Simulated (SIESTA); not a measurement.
Zr:

```
Zr
1.0
     3.23200    0.00000    0.00000
    -1.61600    2.79899    0.00000
     0.00000    0.00000    5.14700
Zr
2
Direct
  0.66667 0.33333 0.75000
  0.33333 0.66667 0.25000
```

Base run:

| Item | Value |
| --- | --- |
| Program | SIESTA 5.4.2 |
| Functional | PBEsol |
| Potentials or basis | PseudoDojo 0.4 standard (PBEsol files) |
| Basis | DZP (energy shift 0.003 Ry; two zetas on semicore shells) |
| Grid cutoff | 800 Ry |
| Energy shift | 0.003 Ry |
| k mesh | 9 × 9 × 5 |
| Occupations | fermi-dirac, width 0.05 eV |
| Spin | no spin polarisation |

Its results: band gap on the k mesh none (metal or under the smearing width); pressure -2.5 GPa.

Q: The run is repeated on the same cell with these changes: functional from PBEsol to LDA; potentials or basis from PseudoDojo 0.4 standard (PBEsol files) to PseudoDojo 0.4 standard (LDA files). What comes out?

A: Band gap on the k mesh none (metal or under the smearing width); pressure -5.3 GPa.

Caveats: the basis of atomic orbitals isn't converged, which shifts pressures, moduli and gaps.

Not every run made on this cell is shown here.
